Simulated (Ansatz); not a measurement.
The system is MnS.

```
CELL_PARAMETERS angstrom
0.00000 2.47346 2.47346
2.47346 0.00000 2.47346
2.47346 2.47346 0.00000
ATOMIC_POSITIONS crystal
Mn 0.00000 0.00000 0.00000
S 0.75000 0.75000 0.75000
```

The cell is a database's computed one.

A run of Ansatz 0.2.0 on this cell left the log below. Logs are shortened: lines on timing, memory, paths and dates and some standing lists are left out, and cuts for length are marked.

```text
Warning: RAYON_NUM_THREADS=2 ignored (pool sized by the plan → 2); use --threads N
scf.n_extra_bands = 6 over 11 filled bands (N_el = 21.0): the run solves 17 bands
Engine: ansatz 0.2.0, x86_64-unknown-linux-gnu
Pseudopotentials: kind: paw
Pseudopotential: Mn, paw, valence charge 15, recommended cutoff 420 eV (normal), Mn.paw.azcp
Pseudopotential: S, paw, valence charge 6, recommended cutoff 420 eV (normal), S.paw.azcp
Functional definition: RPBE
  parameter kappa = 0.804
  parameter beta = 0.06672455060314922
  exchange = rpbe_x(kappa = kappa, mu = beta*pi^2/3)
  correlation = pbe_c(beta = beta)
Crystal: 2 atoms, lattice volume = 30.265 Å³
Basis set: ecut = 420 eV, 609 PW (Γ), exchange–correlation on 48×48×48 points (8 copies of the dense FFT grid, shifted against one another)
Bands: 17, of which v1, the nominal top of the filled ones, is band 11 counted from 1 (10 counted from 0)
Symmetry: 24 space group operations
Space group: F-43m (ITA 216), of the structure as read, at distance tolerance 3.1e-5 Å
Magnetic group: BNS 216.74 (UNI 1576), of the structure as read, at distance tolerance 3.1e-5 Å
k-points: 35 of 729 (time reversal used)
Non-local potential: Mn, projectors of the file, l = 0: 3, l = 1: 2, l = 2: 3, l = 3: 1
Non-local potential: S, projectors of the file, l = 0: 2, l = 1: 2, l = 2: 2
PAW form: soft (Blöchl's): semilocal exchange-correlation on the pseudo side does not see the compensation charge
PAW frozen core: Mn, regenerated for the run's functional, and the local potential with it (the file was generated under x = pbe(κ = 0.804, μ = 0.2195149727645171), c = pbe(β = 0.06672455060314922))
PAW frozen core: S, regenerated for the run's functional, and the local potential with it (the file was generated under x = pbe(κ = 0.804, μ = 0.2195149727645171), c = pbe(β = 0.06672455060314922))
PAW one-centre angular grid: Mn, 590 points (default); XC on 64 Gauss nodes
PAW one-centre angular grid: S, 110 points (default); XC on 64 Gauss nodes
Initial density: superposition of atomic densities (chi_scale 0.1, normalization cell, long waves kept (reshape's long-wave potential 0.00 eV rms))
Starting moments: Σ|m| = 4 μB on 1 of 2 sites
Initial wavefunctions: pseudopotential atomic-orbital guess
Functional: x = rpbe, c = pbe(β = 0.06672455060314922)
[... 21 lines left out ...]
SCF iter  17: F=-4809.445638 eV  HF=-4809.445638 eV  |F-HF|=2.03e-10  |Δ(HF+E_count)|=  8.09e-11  Δρ=6.53e-7 (↑2.82e-7 ↓6.53e-7)  dr2=3.01e-10  dr2_m=1.68e-11  M=0.216 μB ∫|m|=0.233 μB  ethr=4.61e-11  ⟨swp⟩=5.4  Hψ=4499  notcnv=0
SCF 1 converged in 17 iterations: F = -4809.445638 eV  dr2 = 3.01e-10
  greatest PAW one-centre occupation: 1.000 electrons in one spin orbital (limit 2), on the Mn atom at site 0 (counted from 0), in its partial waves of l = 0
at 2 of the mixer's solves, the last at iteration 7, it left a direction of its history that read negative out of its fit and stepped the other way along it
NSCF: frozen V_eff on 142 k-points
SCF converged after 17 iterations
Magnetization: 0.2159 μB (10.6079 up, 10.3921 down)
Absolute magnetization: 0.2328 μB (∫|ρ↑−ρ↓|, with the PAW one-centre terms)
Spin contamination: 0.0038 ħ² per cell (⟨S²⟩ above its minimum at these occupations)
Per-site moments (μB) at R_I (Å): [(0.1858923153621432, 0.8836088894622478), (-0.002287922192474019, 0.8836088894622478)]
Free energy (F): -4809.445638 eV
Harris-Foulkes:  -4809.445638 eV  (|F-HF|=2.03e-10)
Internal energy: -4809.425968 eV  (E = F + TS)
E sigma→0 (E₀):  -4809.435803 eV
Entropy (-TS):   -0.019669 eV (-9.835 meV/atom)
Fermi energy:    11.864804 eV
--- Per-component energies (eV) ---
  E_band       = -258.038163
  E_kinetic    = 420.792046
  E_local      = -2442.248895  (includes V_loc(G=0)·N_el)
  E_nonlocal   = 268.032752
  E_hartree    = 1017.813955
  E_xc         = -213.129942
  E_vxc        = -235.724423  (∫ρ·V_xc dr)
  E_paw        = -1908.894160  (= ΣΔE_a)
  E_vpaw       = -304.516618  (= ΣTr[D̂ρ^β])
  E_aug_tail   = -0.000008  (compensation charges beyond the density's cutoff)
  E_ewald      = -1951.705460
  E_core_change = -0.086256  (= ΣΔE_core)
  E_smearing   = -0.019669  (= −TS)
  E_closure    = -0.000000  (closes the sum)
  Σ components = -4809.445638   (vs F -4809.445638, Δ=0.00e0)
--- Forces (eV/Å), atoms counted from 1 ---
  atom   1  Mn     0.00000000    -0.00000000    -0.00000000
  atom   2  S     -0.00000000    -0.00000000     0.00000000
  max |Σ_I F_I| component: 1.71e-16 eV/Å
--- Stress (GPa, compression-positive) ---
        6.350901      -0.000000       0.000000
        0.000000       6.350901      -0.000000
        0.000000      -0.000000       6.350901
  P = ⅓ Tr σ = 6.3509 GPa (63.509 kbar)
--- Band table (eV; the first three rows and the last of 70) ---
  k-point 0 ↑: bands = ["-67.2556", "-35.9892", "-35.9892", "-35.9892", "-3.4819", "7.1091", "7.1091", "7.1091", "10.9479", "10.9479", "15.5303", "15.5303", "15.5303", "15.6875", "19.6637", "19.6637", "19.6637"]
  k-point 1 ↑: bands = ["-67.2554", "-35.9922", "-35.9896", "-35.9896", "-3.3542", "6.8637", "7.1516", "7.1516", "10.9177", "10.9177", "14.6961", "15.3558", "15.3558", "16.3807", "19.6467", "19.9274", "19.9274"]
  k-point 2 ↑: bands = ["-67.2549", "-35.9999", "-35.9908", "-35.9908", "-3.0099", "6.2839", "7.2496", "7.2496", "10.8987", "10.8987", "13.4424", "14.8996", "14.8996", "17.2238", "19.7964", "20.3807", "20.3807"]
  k-point 34 ↓: bands = ["-67.0444", "-35.8042", "-35.7976", "-35.7923", "-1.8089", "5.9459", "6.6163", "7.6461", "10.2326", "11.0245", "11.8817", "12.5052", "13.3497", "18.8677", "20.5813", "21.1515", "22.3684"]
```

Task: Write the input and the command behind it.

Result: Band structure with RPBE, collinear spin, ferromagnetic start. The files as run (others can give the same):

input.yaml
```yaml
crystal:
  lattice:
    - [0.0, 2.4734634191, 2.4734634191]
    - [2.4734634191, 0.0, 2.4734634191]
    - [2.4734634191, 2.4734634191, 0.0]
  atoms:
    - { symbol: Mn, position: [0.0, 0.0, 0.0], spin: 4.0 }
    - { symbol: S, position: [0.75, 0.75, 0.75] }
hamiltonian:
  xc: rpbe
  pseudopotentials: { kind: paw }
magnetization:
  spin_polarized: true
kpoints:
  mp_grid: { grid: [9, 9, 9] }
  band_path:
    path:
      - [[0.0, 0.0, 0.0], [0.5, 0.0, 0.5], [0.5, 0.25, 0.75], [0.375, 0.375, 0.75], [0.0, 0.0, 0.0], [0.5, 0.5, 0.5], [0.625, 0.25, 0.625], [0.5, 0.25, 0.75], [0.5, 0.5, 0.5], [0.375, 0.375, 0.75]]
      - [[0.625, 0.25, 0.625], [0.5, 0.0, 0.5]]
    npoints: 14
scf:
  occupations: { method: fermi_dirac, width: 0.05 }
  n_extra_bands: 6
output:
  forces: true
  stress: true
  eigenvalues: true
  fatbands: false
```

Potentials or basis: Ansatz PAW.
Launch:
```sh
$ ansatz run input.yaml --threads 2 --pin off --max-ram 5120MiB --backend cpu --events-out ev --progress --plain --runs-dir out
```

Caveat: the moment fell far below its start of 4 μB, so a state of higher moment may lie lower in energy; semilocal functionals often make such compounds metallic where correlation or magnetic order opens a gap, which also shifts bond lengths; the PAW data sets come from PBE, with cores solved anew for the run's functional, which leaves a small shift of forces and pressure; the starting moments weren't kept.
